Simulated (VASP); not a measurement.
Write the native input for VASP 6.6.1 that does the following.

```
Task                   : Born charges and dielectric tensor
Functional             : PBE
Potentials or basis    : VASP PAW PBE potentials, release 64 (B, N)
Cutoff                 : 520 eV
k mesh                 : 15 × 15 × 6
Occupations            : gaussian, width 0.02 eV
Spin                   : no spin polarisation
Further INCAR settings : ALGO = Normal; EDIFF = 1e-08; IBRION = 8; NSW = 1
```

The structure of BN lies in POSCAR:

```
BN                                      
1.0
    2.5125441778      0.0000000000      0.0000000000
   -1.2562720889      2.1759270812      0.0000000000
   -0.0000000000     -0.0000000000      7.6713315727
  B               N             
     2     2
Direct
     0.3333333300000021    0.6666666699999979    0.2500000000000000
     0.6666666699999979    0.3333333300000021    0.7500000000000000
     0.3333333300000021    0.6666666699999979    0.7500000000000000
     0.6666666699999979    0.3333333300000021    0.2500000000000000
```

These files were run (other wordings do the same):

INCAR

```
  PREC = Accurate
  ENCUT = 520
  EDIFF = 1E-8
  ISMEAR = 0
  SIGMA = 0.02
  LREAL = F
  LASPH = T
  NELM = 100
  ALGO = Normal
  ISIF = 2
  LWAVE = F
  LCHARG = F
  GGA = PE
  LEPSILON = T
  IBRION = 8
  NSW = 1
  KPAR = 4
```

KPOINTS

```
Automatic mesh
0
Gamma
  15 15 6
```

Potentials or basis: VASP PAW PBE potentials, release 64 (B, N).

Command:

```sh
$ cat potpaw_PBE.64/B/POTCAR potpaw_PBE.64/N/POTCAR > POTCAR
$ mpirun -np 4 vasp_std > vasp.out
```

Results of the run:

The band gap on the k mesh is 4.50 eV, indirect (least direct gap 4.65 eV) and the electronic dielectric tensor (diagonal) is 4.29, 4.29, 2.19. The born charges (mean of the diagonal) is B +1.99; N -1.99 e. The highest phonon frequency at Γ, LO-TO splitting left out is 1339 cm⁻¹.

Caveat: an odd mesh through Γ misses points on the zone boundary, where band edges often lie.

Run time: 19 min on 4 MPI ranks on AMD EPYC 7R43 64-Core Processor (Zen 3), on a shared host, peak memory 0.56 GiB a rank.
